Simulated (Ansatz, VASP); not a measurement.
## TaN in VASP and in Ansatz

The input INCAR:

```
SYSTEM = TaN
PREC = Accurate
ENCUT = 520
EDIFF = 1E-7
ISMEAR = -1
SIGMA = 0.01
LREAL = .False.
LASPH = .True.
NELM = 80
ALGO = Normal
ISIF = 2
LWAVE = .False.
LCHARG = .False.
GGA = PS
NBANDS = 24
```

Contents of KPOINTS:

```
regular mesh
0
Gamma
  9 9 5
  0 0 0
```

The input POSCAR:

```
TaN
1.0
    2.9585010578      0.0000000000      0.0000000000
   -1.4792505289      2.5621370732      0.0000000000
    0.0000000000      0.0000000000      4.9400000000
Ta N
2 2
Direct
    0.3333333333      0.6666666667      0.0000000000
    0.6666666667      0.3333333333      0.5000000000
    0.3333333333      0.6666666667      0.3850000000
    0.6666666667      0.3333333333      0.8850000000
```

Input for Ansatz:

```yaml
crystal:
  lattice:
    - [2.9585010578, 0.0, 0.0]
    - [-1.4792505289, 2.5621370732, 0.0]
    - [0.0, 0.0, 4.94]
  atoms:
    - { symbol: Ta, position: [0.3333333333, 0.6666666667, 0.0] }
    - { symbol: Ta, position: [0.6666666667, 0.3333333333, 0.5] }
    - { symbol: "N", position: [0.3333333333, 0.6666666667, 0.385] }
    - { symbol: "N", position: [0.6666666667, 0.3333333333, 0.885] }
kpoints:
  mp_grid: { grid: [9, 9, 5] }
  band_path:
    path:
      - [0.0, 0.0, 0.0]
      - [0.5, 0.0, 0.0]
      - [0.3333333333, 0.3333333333, 0.0]
      - [0.0, 0.0, 0.0]
      - [0.0, 0.0, 0.5]
      - [0.5, 0.0, 0.5]
      - [0.3333333333, 0.3333333333, 0.5]
      - [0.0, 0.0, 0.5]
      - [0.5, 0.0, 0.5]
    npoints: 5
scf:
  occupations: { method: fermi_dirac, width: 0.01 }
hamiltonian:
  xc: pbesol
  pseudopotentials: { kind: all_electron, lapw: { basis_error: 0.001 } }
output:
  forces: true
  stress: true
  eigenvalues: true
```

Change from the starting cell: equal xx and yy strain of -3 %.

Alike in both runs: task single point; functional PBEsol; k mesh 9 × 9 × 5; occupations fermi-dirac, width 0.01 eV; no spin polarisation.

|  | VASP | Ansatz |
| --- | --- | --- |
| version | VASP 6.6.1 | Ansatz 0.2.0 |
| potentials or method | VASP PAW PBE potentials, release 64 (Ta_pv, N) | all-electron LAPW, scalar-relativistic |
| plane-wave cutoff (eV) | 520 | see its input |

```tsv
	VASP	Ansatz	Ansatz less VASP
pressure (GPa)	180.8	172.8	-7.98
largest component of the traceless stress (GPa)	35.68	34.19	-1.491
rms of the force components (eV/Å)	2.467	2.389	-0.0781
```

Atom by atom the forces differ by 0.078 eV/Å (rms over components). Ansatz ran all-electron here, so the differences hold the error of VASP's frozen core and of both bases.

Caveats: the cell as given lies far from equilibrium; so large a pressure means that the cell lies far from this level's equilibrium, or that cutoff or potentials fall short (VASP); the potentials were made for another functional, which shifts forces and pressure (VASP). The runs have no spin-orbit coupling, so splittings on Ta are missing.
